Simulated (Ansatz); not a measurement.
The system is MnS.

```
CELL_PARAMETERS angstrom
0.00000 2.47346 2.47346
2.47346 0.00000 2.47346
2.47346 2.47346 0.00000
ATOMIC_POSITIONS crystal
Mn 0.00000 0.00000 0.00000
S 0.75000 0.75000 0.75000
```

The cell is a database's computed one.

Base run:

* Program: Ansatz 0.2.0
* Functional: LDA
* Potentials or basis: JTH PAW LDA
* Cutoff: 1290 eV
* Density cutoff: 6450 eV
* k mesh: 9 × 9 × 9
* Occupations: gaussian, width 0.15 eV
* Spin: collinear spin, ferromagnetic start
* Starting moments: [4.0, 0.0] μB
* Hubbard terms: Mn d U = 4.5 eV

Its results: band gap on the k mesh none (metal or under the smearing width); pressure 36.4 GPa; net moment 4.03 μB per cell; site moments Mn +3.35; S +0.02 μB.

Task: The run is repeated on the same cell with these changes: potentials or basis from JTH PAW LDA to Ansatz PAW; cutoff from 1290 eV to 420 eV; density cutoff from 6450 eV to 1680 eV; occupations from gaussian, width 0.15 eV to fermi-dirac, width 0.05 eV; hubbard projectors from atomic to ortho-atomic (the default). What comes out?

Result: Band gap on the k mesh none (metal or under the smearing width); pressure 46.2 GPa; net moment 4.53 μB per cell; site moments Mn +3.71; S +0.08 μB.

Caveats: the magnetic or orbital state may not be the lowest; a pressure of tens of GPa on the cell as given is suspect, and the run, the potentials or the cell itself is likely at fault; a cell with one magnetic atom can't hold antiferromagnetic order, which such compounds often take; the PAW data sets come from PBE, with cores solved anew for the run's functional, which leaves a small shift of forces and pressure (some runs).

Not every run made on this cell is shown here.
